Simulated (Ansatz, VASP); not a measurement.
One calculation of Be, two programs

```
Be
1.0
    -1.25009    1.25009    1.25009
     1.25009   -1.25009    1.25009
     1.25009    1.25009   -1.25009
Be
1
Direct
  0.00000 0.00000 0.00000
```

Alike in both runs: functional PBE; k mesh 30 × 30 × 30; occupations gaussian, width 0.1 eV; no spin polarisation.

Ansatz relaxed the structure, and its values are those at the end. VASP's run is a single point on that final structure, the one shown.

|  | VASP | Ansatz |
| --- | --- | --- |
| version | VASP 6.6.1 | Ansatz 0.2.0 |
| potentials or method | VASP PAW PBE potentials, release 64 (Be) | scalar-relativistic, plane waves, PAW |
| plane-wave cutoff (eV) | 520 | 420 |
| valence electrons in the cell | 2 | 2 |

VASP gave:

- gap on the k mesh at the Fermi level (eV): none
- pressure (GPa): 0.2

Question: Estimate Ansatz's values.

Answer: gap on the k mesh at the Fermi level (eV): none; pressure (GPa): 0.0.

A gap of «none» marks a metal or a gap that the smearing closes.
